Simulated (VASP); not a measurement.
**NaCl: relaxation of cell and atoms with PBEsol**

NaCl:

```
CELL_PARAMETERS angstrom
0.00000 2.81000 2.81000
2.81000 0.00000 2.81000
2.81000 2.81000 0.00000
ATOMIC_POSITIONS crystal
Na 0.00000 0.00000 0.00000
Cl 0.50000 0.50000 0.50000
```

```
Program                : VASP 6.6.1
Task                   : relaxation of cell and atoms
Functional             : PBEsol
Potentials or basis    : VASP PAW PBE potentials, release 64 (Na_pv, Cl)
Cutoff                 : 600 eV
k mesh                 : 8 × 8 × 8
Occupations            : gaussian, width 0.03 eV
Spin                   : no spin polarisation
Target pressure        : 12 GPa
Further INCAR settings : ALGO = Normal; EDIFF = 1e-06; IBRION = 2; EDIFFG = -0.01; NSW = 90; ISIF = 3
Target pressure        : 12 GPa
```

- Relaxed volume: 17.08 Å³/atom
- Relaxed cell: a = 3.642 Å, b = 3.642 Å, c = 3.642 Å, α = 60.00°, β = 60.00°, γ = 60.00°
- Space group after relaxing (to 0.05 Å): Fm-3m (No. 225)
- Energy change on relaxing (the enthalpy is what falls): +144.2 meV/atom
- Ionic steps: 3
- Pressure after relaxing: 12.0 GPa
- Band gap on the k mesh: 6.16 eV, direct

The path:
```csv
step,energy change (eV),largest force (eV/Å),pressure (GPa),volume (Å³)
1,0.0000,0.0000,-0.19,44.38
2,0.2723,0.0000,11.49,34.39
3,0.2885,0.0000,11.98,34.17
```

Final structure:
```
CELL_PARAMETERS angstrom
0.00000 2.57553 2.57553
2.57553 0.00000 2.57553
2.57553 2.57553 0.00000
ATOMIC_POSITIONS crystal
Na 0.00000 0.00000 0.00000
Cl 0.50000 0.50000 0.50000
```

Levels at points of the mesh, in eV from the valence-band top:
```
           k point  band 4  band 5  band 6  band 7  band 8  band 9  band 10  band 11
(0.00, 0.00, 0.00)  -13.46    0.00    0.00    0.00    6.16   11.13    11.13    11.13
(0.50, 0.00, 0.00)  -12.70   -2.98   -0.47   -0.47    7.47   11.43    11.43    12.85
(0.50, 0.50, 0.00)  -12.66   -2.57   -0.93   -0.93    7.45    8.16    13.23    16.20
```

Run time: 12 s on 1 thread of Intel(R) Xeon(R) 6975P-C (Granite Rapids), with other jobs on the host, peak memory 0.17 GiB.

Caveat: the cell is relaxed towards a set pressure, so the enthalpy falls and the energy may rise; the volume moved by over 15 % at a fixed basis, so the end points are rough; the PAW data sets were made with another functional, which shifts forces and pressure a little.
